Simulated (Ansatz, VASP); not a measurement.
# Al35CuN36 (Cu_Al) in two plane-wave programs

Aim: how closely do two programs agree when they are given the same cell, functional and k mesh? Of the first pair: The structure shown is the start of the Ansatz relaxation below; VASP solves that cell, so the two are compared at the walk's first step.

Method: plane waves, with VASP 6.6.1 beside it; single point at r2SCAN, in Ansatz 0.2.0.

### 1. Starting point

The cell holds 72 atoms: 35 Al, 36 N and 1 Cu. Its edges and angles: a = 9.320 Å, b = 9.320 Å, c = 9.956 Å, α = 90.0°, β = 90.0°, γ = 120.0°. It derives from AlN (AlN (P6_3mc)). Nearest the centre at fractional (0.444, 0.556, 0.500): Cu72 at 0.05 Å, N55 at 1.86 Å, N40 at 1.88 Å, N56 at 1.91 Å, N52 at 1.92 Å, Al17 at 3.07 Å, Al22 at 3.07 Å, Al21 at 3.08 Å.

Structure file:

```cif
data_structure
_symmetry_space_group_name_H-M 'P 1'
_symmetry_Int_Tables_number 1
_cell_length_a 9.3196
_cell_length_b 9.3196
_cell_length_c 9.9565
_cell_angle_alpha 90.000
_cell_angle_beta 90.000
_cell_angle_gamma 120.000
_cell_volume 748.91
loop_
_atom_site_label
_atom_site_type_symbol
_atom_site_fract_x
_atom_site_fract_y
_atom_site_fract_z
_atom_site_occupancy
Al1 Al 0.22809 0.11248 0.25026 1
Al2 Al 0.11250 0.21774 0.50033 1
Al3 Al 0.22093 0.11568 0.75014 1
Al4 Al 0.10678 0.21712 0.00191 1
Al5 Al 0.22647 0.44772 0.24611 1
Al6 Al 0.10888 0.55827 0.50262 1
Al7 Al 0.22154 0.44416 0.75459 1
Al8 Al 0.10938 0.54962 0.99876 1
Al9 Al 0.22808 0.78153 0.24816 1
Al10 Al 0.10547 0.88571 0.50165 1
Al11 Al 0.22374 0.77524 0.75337 1
Al12 Al 0.10851 0.88883 0.00401 1
Al13 Al 0.55771 0.11695 0.24810 1
Al14 Al 0.44565 0.21891 0.49631 1
Al15 Al 0.55142 0.11254 0.75141 1
Al16 Al 0.44881 0.22709 0.00213 1
Al17 Al 0.55735 0.44140 0.25268 1
Al18 Al 0.55880 0.44160 0.74866 1
Al19 Al 0.45039 0.55953 0.99855 1
Al20 Al 0.55424 0.77976 0.24536 1
Al21 Al 0.44215 0.88445 0.50310 1
Al22 Al 0.54996 0.77684 0.75087 1
Al23 Al 0.44019 0.88634 0.99597 1
Al24 Al 0.89104 0.10730 0.24847 1
Al25 Al 0.77992 0.22568 0.50375 1
Al26 Al 0.88694 0.11059 0.74485 1
Al27 Al 0.78307 0.22761 0.00007 1
Al28 Al 0.89508 0.44752 0.24944 1
Al29 Al 0.77294 0.55165 0.49679 1
Al30 Al 0.89194 0.44482 0.75384 1
Al31 Al 0.78140 0.56001 0.00284 1
Al32 Al 0.88705 0.77911 0.25391 1
Al33 Al 0.77937 0.89365 0.49647 1
Al34 Al 0.88515 0.77169 0.75028 1
Al35 Al 0.77724 0.89340 0.00185 1
N36 N 0.22563 0.11229 0.43624 1
N37 N 0.11098 0.22741 0.19143 1
N38 N 0.21974 0.11264 0.93660 1
N39 N 0.11575 0.22613 0.69337 1
N40 N 0.22481 0.44970 0.43774 1
N41 N 0.11423 0.55985 0.19390 1
N42 N 0.22018 0.44326 0.93566 1
N43 N 0.11728 0.55817 0.69034 1
N44 N 0.22067 0.77821 0.44513 1
N45 N 0.11515 0.88885 0.19368 1
N46 N 0.22614 0.77968 0.93651 1
N47 N 0.11208 0.89311 0.68688 1
N48 N 0.55881 0.11694 0.43874 1
N49 N 0.44192 0.21699 0.18771 1
N50 N 0.55355 0.10922 0.94508 1
N51 N 0.44864 0.22173 0.69318 1
N52 N 0.56152 0.44602 0.44071 1
N53 N 0.44967 0.55695 0.18796 1
N54 N 0.55326 0.43950 0.93737 1
N55 N 0.44646 0.55969 0.68666 1
N56 N 0.55346 0.78142 0.44216 1
N57 N 0.44364 0.89092 0.19482 1
N58 N 0.55045 0.77507 0.93755 1
N59 N 0.43912 0.88380 0.68921 1
N60 N 0.88800 0.10672 0.44372 1
N61 N 0.77932 0.22810 0.19129 1
N62 N 0.88601 0.10586 0.94305 1
N63 N 0.78135 0.22712 0.68751 1
N64 N 0.88806 0.43873 0.44078 1
N65 N 0.77623 0.55406 0.18558 1
N66 N 0.88992 0.44631 0.94518 1
N67 N 0.77865 0.56009 0.69356 1
N68 N 0.89459 0.78163 0.43867 1
N69 N 0.78341 0.88957 0.18977 1
N70 N 0.88758 0.77662 0.94528 1
N71 N 0.77421 0.89137 0.69137 1
Cu72 Cu 0.44526 0.55157 0.50240 1
```

### 2. Ansatz: relaxation, r2SCAN

Ansatz runs on its PAW soft_1 files.

The two programs are compared at the cell with which this relaxation starts, whose forces are those of its first step.

input.yaml reads:

```yaml
crystal:
  lattice:
    - [9.31956554, 9.0e-08, 0.0]
    - [-4.65978284, 8.07098046, 0.0]
    - [0.0, 0.0, 9.95647772]
  atoms:
    - { symbol: Al, position: [0.22222222, 0.11111111, 0.24960167] }
    - { symbol: Al, position: [0.11111111, 0.22222222, 0.49960167] }
    - { symbol: "N", position: [0.22222222, 0.11111111, 0.44039833] }
    - { symbol: "N", position: [0.11111111, 0.22222222, 0.19039833] }
    - { symbol: Al, position: [0.22222222, 0.11111111, 0.74960167] }
    - { symbol: Al, position: [0.11111111, 0.22222222, 0.99960167] }
    - { symbol: "N", position: [0.22222222, 0.11111111, 0.94039833] }
    - { symbol: "N", position: [0.11111111, 0.22222222, 0.69039833] }
    - { symbol: Al, position: [0.22222222, 0.44444444, 0.24960167] }
    - { symbol: Al, position: [0.11111111, 0.55555556, 0.49960167] }
    - { symbol: "N", position: [0.22222222, 0.44444444, 0.44039833] }
    - { symbol: "N", position: [0.11111111, 0.55555556, 0.19039833] }
    - { symbol: Al, position: [0.22222222, 0.44444444, 0.74960167] }
    - { symbol: Al, position: [0.11111111, 0.55555556, 0.99960167] }
    - { symbol: "N", position: [0.22222222, 0.44444444, 0.94039833] }
    - { symbol: "N", position: [0.11111111, 0.55555556, 0.69039833] }
    - { symbol: Al, position: [0.22222222, 0.77777778, 0.24960167] }
    - { symbol: Al, position: [0.11111111, 0.88888889, 0.49960167] }
    - { symbol: "N", position: [0.22222222, 0.77777778, 0.44039833] }
    - { symbol: "N", position: [0.11111111, 0.88888889, 0.19039833] }
    - { symbol: Al, position: [0.22222222, 0.77777778, 0.74960167] }
    - { symbol: Al, position: [0.11111111, 0.88888889, 0.99960167] }
    - { symbol: "N", position: [0.22222222, 0.77777778, 0.94039833] }
    - { symbol: "N", position: [0.11111111, 0.88888889, 0.69039833] }
    - { symbol: Al, position: [0.55555556, 0.11111111, 0.24960167] }
    - { symbol: Al, position: [0.44444444, 0.22222222, 0.49960167] }
    - { symbol: "N", position: [0.55555556, 0.11111111, 0.44039833] }
    - { symbol: "N", position: [0.44444444, 0.22222222, 0.19039833] }
    - { symbol: Al, position: [0.55555556, 0.11111111, 0.74960167] }
    - { symbol: Al, position: [0.44444444, 0.22222222, 0.99960167] }
    - { symbol: "N", position: [0.55555556, 0.11111111, 0.94039833] }
    - { symbol: "N", position: [0.44444444, 0.22222222, 0.69039833] }
    - { symbol: Al, position: [0.55555556, 0.44444444, 0.24960167] }
    - { symbol: Cu, position: [0.44444444, 0.55555556, 0.49960167], spin: 2.0 }
    - { symbol: "N", position: [0.55555556, 0.44444444, 0.44039833] }
    - { symbol: "N", position: [0.44444444, 0.55555556, 0.19039833] }
    - { symbol: Al, position: [0.55555556, 0.44444444, 0.74960167] }
    - { symbol: Al, position: [0.44444444, 0.55555556, 0.99960167] }
    - { symbol: "N", position: [0.55555556, 0.44444444, 0.94039833] }
    - { symbol: "N", position: [0.44444444, 0.55555556, 0.69039833] }
    - { symbol: Al, position: [0.55555556, 0.77777778, 0.24960167] }
    - { symbol: Al, position: [0.44444444, 0.88888889, 0.49960167] }
    - { symbol: "N", position: [0.55555556, 0.77777778, 0.44039833] }
    - { symbol: "N", position: [0.44444444, 0.88888889, 0.19039833] }
    - { symbol: Al, position: [0.55555556, 0.77777778, 0.74960167] }
    - { symbol: Al, position: [0.44444444, 0.88888889, 0.99960167] }
    - { symbol: "N", position: [0.55555556, 0.77777778, 0.94039833] }
    - { symbol: "N", position: [0.44444444, 0.88888889, 0.69039833] }
    - { symbol: Al, position: [0.88888889, 0.11111111, 0.24960167] }
    - { symbol: Al, position: [0.77777778, 0.22222222, 0.49960167] }
    - { symbol: "N", position: [0.88888889, 0.11111111, 0.44039833] }
    - { symbol: "N", position: [0.77777778, 0.22222222, 0.19039833] }
    - { symbol: Al, position: [0.88888889, 0.11111111, 0.74960167] }
    - { symbol: Al, position: [0.77777778, 0.22222222, 0.99960167] }
    - { symbol: "N", position: [0.88888889, 0.11111111, 0.94039833] }
    - { symbol: "N", position: [0.77777778, 0.22222222, 0.69039833] }
    - { symbol: Al, position: [0.88888889, 0.44444444, 0.24960167] }
    - { symbol: Al, position: [0.77777778, 0.55555556, 0.49960167] }
    - { symbol: "N", position: [0.88888889, 0.44444444, 0.44039833] }
    - { symbol: "N", position: [0.77777778, 0.55555556, 0.19039833] }
    - { symbol: Al, position: [0.88888889, 0.44444444, 0.74960167] }
    - { symbol: Al, position: [0.77777778, 0.55555556, 0.99960167] }
    - { symbol: "N", position: [0.88888889, 0.44444444, 0.94039833] }
    - { symbol: "N", position: [0.77777778, 0.55555556, 0.69039833] }
    - { symbol: Al, position: [0.88888889, 0.77777778, 0.24960167] }
    - { symbol: Al, position: [0.77777778, 0.88888889, 0.49960167] }
    - { symbol: "N", position: [0.88888889, 0.77777778, 0.44039833] }
    - { symbol: "N", position: [0.77777778, 0.88888889, 0.19039833] }
    - { symbol: Al, position: [0.88888889, 0.77777778, 0.74960167] }
    - { symbol: Al, position: [0.77777778, 0.88888889, 0.99960167] }
    - { symbol: "N", position: [0.88888889, 0.77777778, 0.94039833] }
    - { symbol: "N", position: [0.77777778, 0.88888889, 0.69039833] }
  host:
    repeats: [3, 3, 2]
    atoms:
      - { symbol: Al, position: [0.66666667, 0.33333333, 0.49920333] }
      - { symbol: Al, position: [0.33333333, 0.66666667, 0.99920333] }
      - { symbol: "N", position: [0.66666667, 0.33333333, 0.88079667] }
      - { symbol: "N", position: [0.33333333, 0.66666667, 0.38079667] }
basis:
  ecutwfc: 500
  xc_grid: 2
hamiltonian:
  xc: r2scan
  pseudopotentials: { kind: paw, azcp: { folder: soft_1 } }
kpoints:
  mp_grid: { grid: [1, 1, 1], shift: [0.25, 0.25, 0.25] }
magnetization:
  spin_polarized: true
  initial_magnetization: 2
  spin_locking: { lock_magnetization: hard }
scf:
  occupations: { method: fixed }
  max_iter: 60
output:
  forces: true
  charged_corrections:
    epsilon: [4.49, 4.49, 4.72]
    static_epsilon: [8.15, 8.15, 9.65]
    defect_position: [0.444444, 0.555556, 0.499602]
relax:
  f_tol: 0.02
  max_steps: 80
  random_displacement: { amplitude: 0.05, seed: 9281 }
checkpoint:
  write: "../q0_M2.relax.run"
  compress: false
  write_wavefunctions: true
  write_every: 100000
```

The run is started by

```bash
ansatz run input.yaml --threads 4 --pin off --max-ram 15073MiB --backend cpu --events-out ev --progress --plain --runs-dir out
```

Numbers of over 12 decimals in the logs are rounded to 6 here.

Output:

```text
Warning: This run holds its total moment fixed (magnetization.spin_locking.lock_magnetization: hard) and mixes its density by anderson or broyden (scf.mixing.algorithm, typed or taken by auto). Slabs with a fixed moment have converged under broyden above another state at the same moment, at the default mixing steps and at smaller ones, and under scf.lower_state_search: standard, light or off a state that such a mixer [...]
Engine: ansatz 0.2.0, x86_64-unknown-linux-gnu
Pseudopotentials: kind: paw
Pseudopotential: Al, paw, valence charge 3, recommended cutoff 500 eV (meta_gga), soft_1/Al.paw.azcp
Pseudopotential: N, paw, valence charge 5, recommended cutoff 500 eV (meta_gga), soft_1/N.paw.azcp
Pseudopotential: Cu, paw, valence charge 19, recommended cutoff 500 eV (meta_gga), soft_1/Cu.paw.azcp
Functional definition: r2SCAN
  parameter k0 = 0.174
  parameter k1 = 0.065
  parameter a1 = 4.9479
  exchange = r2scan_x(k0 = k0, k1 = k1, a1 = a1)
  correlation = r2scan_c
Crystal: 72 atoms, lattice volume = 748.907 Å³
Basis set: ecut = 500 eV, 18913 PW (Γ), exchange–correlation on 144×144×150 points (8 copies of the dense FFT grid, shifted against one another)
Bands: 225, of which v1, the nominal top of the filled ones, is band 152 counted from 1 (151 counted from 0)
Symmetry: 1 space group operations
k-points: 1
Non-local potential: Al, projectors of the file, l = 0: 2, l = 1: 2, l = 2: 1
Non-local potential: N, projectors of the file, l = 0: 2, l = 1: 2, l = 2: 1
Non-local potential: Cu, projectors of the file, l = 0: 3, l = 1: 2, l = 2: 3, l = 3: 1
PAW form: soft (Blöchl's): semilocal exchange-correlation on the pseudo side does not see the compensation charge
PAW frozen core: Al, regenerated for the run's functional (the file was generated under x = pbe(κ = 0.804, μ = 0.219515), c = pbe(β = 0.066725))
PAW frozen core: N, regenerated for the run's functional (the file was generated under x = pbe(κ = 0.804, μ = 0.219515), c = pbe(β = 0.066725))
PAW frozen core: Cu, regenerated for the run's functional (the file was generated under x = pbe(κ = 0.804, μ = 0.219515), c = pbe(β = 0.066725))
PAW one-centre angular grid: Al, 302 points (default); XC on 160 Gauss nodes
PAW one-centre angular grid: N, 302 points (default); XC on 160 Gauss nodes
PAW one-centre angular grid: Cu, 590 points (default); XC on 160 Gauss nodes
Initial density: superposition of atomic densities (chi_scale 0.1, normalization cell, long waves kept (reshape's long-wave potential 0.27 eV rms))
Starting moments: Σ|m| = 2 μB on 1 of 72 sites
Initial wavefunctions: pseudopotential atomic-orbital guess
Functional: x = r2scan, c = r2scan; τ floored in thin density (d = 2e-4 eV/Å³)
SCF iter   1: F=—  HF=-39542.883698 eV  |F-HF|=—  |Δ(HF+E_count)|=         —  Δρ=7.00e-2 (↑6.89e-2 ↓7.00e-2)  dr2=1.63e2  dr2_τ=4.79e0  dr2_m=2.74e0  M=2.000 μB ∫|m|=2.014 μB  β_m=1.20  ethr=3.10e-3  ⟨swp⟩=5.0  Hψ=1424  notcnv=0  defer=134
preconditioner: auto → Resta (q_TF=auto, 2.348 Å⁻¹)  ε∞=3.4  [insulator: Δε(μ)=0.178 eV  Ē_g=15.026 eV  n_scr=162 (ndim 8)  ℏωp=23.3 eV  f_vac=0.000  ε∞_Penn≈3.4]
spin=Collinear: Resta preconditioning applied to the charge; magnetization (m = ρ↑ − ρ↓) channel mixes plain (no charge-response kernel on spin).
SCF iter   2: F=—  HF=-39509.836780 eV  |F-HF|=—  |Δ(HF+E_count)|=    3.30e1  Δρ=3.51e-2 (↑3.51e-2 ↓3.47e-2)  dr2=4.48e1  dr2_τ=3.64e-1  dr2_m=4.57e-2  M=2.000 μB ∫|m|=2.138 μB  β_m=1.20  ethr=3.10e-3  ⟨swp⟩=3.0  Hψ=783  notcnv=0  defer=141  κ⁻¹=1.0e0(r=1)
SCF iter   3: F=—  HF=-39507.385353 eV  |F-HF|=—  |Δ(HF+E_count)|=    2.45e0  Δρ=1.80e-2 (↑1.80e-2 ↓1.77e-2)  dr2=6.26e0  dr2_τ=6.08e-2  dr2_m=2.99e-2  M=2.000 μB ∫|m|=2.237 μB  β_m=1.20  ethr=3.10e-3  ⟨swp⟩=3.0  Hψ=870  notcnv=0  defer=140  κ⁻¹=8.4e-2(r=2)
SCF iter   4: F=—  HF=-39508.218329 eV  |F-HF|=—  |Δ(HF+E_count)|=   8.33e-1  Δρ=1.22e-2 (↑1.22e-2 ↓1.21e-2)  dr2=2.21e0  dr2_τ=3.25e-2  dr2_m=1.24e-3  M=2.000 μB ∫|m|=2.198 μB  β_m=1.20  ethr=2.06e-3  ⟨swp⟩=2.5  Hψ=550  notcnv=0  defer=141  κ⁻¹=7.0e-3(r=3)
SCF iter   5: F=—  HF=-39508.564075 eV  |F-HF|=—  |Δ(HF+E_count)|=   3.46e-1  Δρ=3.72e-3 (↑1.88e-3 ↓3.72e-3)  dr2=1.25e-1  dr2_τ=1.67e-3  dr2_m=1.47e-2  M=2.000 μB ∫|m|=2.153 μB  β_m=1.20  ethr=7.28e-4  ⟨swp⟩=2.0  Hψ=474  notcnv=0  defer=140  κ⁻¹=1.4e-3(r=4)
[...]
k-point 0 ↓: bands = [... 148 lower, 6.6807, 6.7493, 7.4520, 8.1600, 8.2724, 12.9891, 13.0206, 13.1378, ... 69 higher]
--- Relaxed structure (8 steps of the walk, 8 accepted, 0 SCFs on fresh bases) ---
  F+E_penalty+E_count = -39510.99759992 eV   max|allowed force component| = 8.437e-3 eV/Å
  atoms:
    - { symbol: Al, position: [0.222745, 0.111191, 0.249948] }
    - { symbol: Al, position: [0.109690, 0.219837, 0.500716] }
    - { symbol: N, position: [0.221882, 0.110544, 0.440614] }
    - { symbol: N, position: [0.111726, 0.221477, 0.189666] }
    - { symbol: Al, position: [0.222615, 0.111076, 0.750428] }
    - { symbol: Al, position: [0.111603, 0.222169, 0.999650] }
    - { symbol: N, position: [0.222651, 0.111279, 0.940698] }
    - { symbol: N, position: [0.111269, 0.221283, 0.691211] }
    - { symbol: Al, position: [0.221849, 0.443302, 0.250022] }
    - { symbol: Al, position: [0.110702, 0.555280, 0.500631] }
    - { symbol: N, position: [0.210174, 0.435566, 0.439324] }
    - { symbol: N, position: [0.111734, 0.555491, 0.190590] }
    - { symbol: Al, position: [0.220696, 0.443321, 0.749092] }
    - { symbol: Al, position: [0.111660, 0.555850, 1.000001] }
    - { symbol: N, position: [0.222464, 0.444783, 0.940200] }
    - { symbol: N, position: [0.111386, 0.555716, 0.690923] }
    - { symbol: Al, position: [0.223359, 0.777764, 0.250194] }
    - { symbol: Al, position: [0.112399, 0.888727, 0.500005] }
    - { symbol: N, position: [0.223381, 0.777696, 0.440901] }
    - { symbol: N, position: [0.112410, 0.888732, 0.190815] }
    - { symbol: Al, position: [0.223122, 0.778004, 0.750302] }
    - { symbol: Al, position: [0.112055, 0.889119, 1.000357] }
    - { symbol: N, position: [0.222946, 0.778234, 0.940821] }
    - { symbol: N, position: [0.112306, 0.888883, 0.690708] }
    - { symbol: Al, position: [0.556185, 0.111835, 0.250313] }
    - { symbol: Al, position: [0.442766, 0.221924, 0.500978] }
    - { symbol: N, position: [0.555536, 0.112946, 0.440839] }
    - { symbol: N, position: [0.445117, 0.222614, 0.190286] }
    - { symbol: Al, position: [0.556372, 0.111910, 0.750181] }
    - { symbol: Al, position: [0.444924, 0.222573, 0.999799] }
    - { symbol: N, position: [0.556148, 0.111935, 0.940739] }
    - { symbol: N, position: [0.444873, 0.222319, 0.691055] }
    - { symbol: Al, position: [0.555692, 0.445398, 0.248620] }
    - { symbol: Cu, position: [0.441090, 0.560000, 0.495814] }
    - { symbol: N, position: [0.558873, 0.442207, 0.439081] }
    - { symbol: N, position: [0.444751, 0.556296, 0.190692] }
    - { symbol: Al, position: [0.556844, 0.444400, 0.749363] }
    - { symbol: Al, position: [0.444844, 0.556304, 0.999444] }
    - { symbol: N, position: [0.555949, 0.445224, 0.940487] }
    - { symbol: N, position: [0.445026, 0.556348, 0.696070] }
    - { symbol: Al, position: [0.557753, 0.779176, 0.250010] }
    - { symbol: Al, position: [0.445706, 0.890331, 0.500708] }
    - { symbol: N, position: [0.565435, 0.790752, 0.439516] }
    - { symbol: N, position: [0.445652, 0.889397, 0.190659] }
    - { symbol: Al, position: [0.557901, 0.780539, 0.749193] }
    - { symbol: Al, position: [0.445287, 0.889504, 1.000034] }
    - { symbol: N, position: [0.556376, 0.778716, 0.940309] }
    - { symbol: N, position: [0.445441, 0.889783, 0.690945] }
    - { symbol: Al, position: [0.889662, 0.111471, 0.250403] }
[...]
- { symbol: Al, position: [0.889284, 0.444938, 0.250315] }
    - { symbol: Al, position: [0.779132, 0.558309, 0.500956] }
    - { symbol: N, position: [0.888080, 0.445575, 0.440841] }
    - { symbol: N, position: [0.778523, 0.556042, 0.190347] }
    - { symbol: Al, position: [0.889270, 0.444794, 0.750173] }
    - { symbol: Al, position: [0.778592, 0.556238, 0.999837] }
    - { symbol: N, position: [0.889252, 0.445001, 0.940727] }
    - { symbol: N, position: [0.778878, 0.556323, 0.691055] }
    - { symbol: Al, position: [0.889959, 0.778421, 0.250000] }
    - { symbol: Al, position: [0.781300, 0.891417, 0.500804] }
    - { symbol: N, position: [0.890594, 0.779258, 0.440643] }
    - { symbol: N, position: [0.779595, 0.889369, 0.189754] }
    - { symbol: Al, position: [0.890110, 0.778555, 0.750456] }
    - { symbol: Al, position: [0.778989, 0.889572, 0.999694] }
    - { symbol: N, position: [0.889878, 0.778492, 0.940746] }
    - { symbol: N, position: [0.779906, 0.889934, 0.691268] }
```

[end of part 1 of 3]

[Lines on the potential files, build, host, timing and source positions are cut from VASP's logs without a mark.]

[Logs are printed without paths, hosts, clocks, repeated set-up lines and the standing remarks that a program may print on its own settings, such as how far it seeks lower states.]

[Hosts, paths, dates, database ids (printed as entryN), source tags and the programs' standing remarks are cut or masked in the printed files.]
